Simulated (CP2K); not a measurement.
Crystal: TePb.

```
CELL_PARAMETERS angstrom
4.56932 0.00000 0.00000
2.28466 3.95715 0.00000
2.28466 1.31905 3.73084
ATOMIC_POSITIONS crystal
Pb 0.00000 0.00000 0.00000
Te 0.50000 0.50000 0.50000
```

Base run:

- Program: CP2K 2026.2
- Functional: PBEsol
- Potentials or basis: POTENTIAL_UZH Pb GTH-PBE-q4, Te GTH-PBE-q6; TZVP-MOLOPT-PBE-GTH basis
- Density cutoff: 6123 eV
- k mesh: 7 × 7 × 7
- Occupations: fermi-dirac, width 0.05 eV
- Spin: no spin polarisation

Its results: pressure 1.6 GPa.

The run is repeated on the same cell with these changes: functional from PBEsol to PBE. What comes out?

Pressure 2.7 GPa.

PBE binds less tightly than PBEsol, so the same cell stands under more pressure.

Caveats: the basis of atomic orbitals isn't converged, which shifts pressures, moduli and gaps; the potentials were made for another functional, which shifts forces and pressure (some runs).
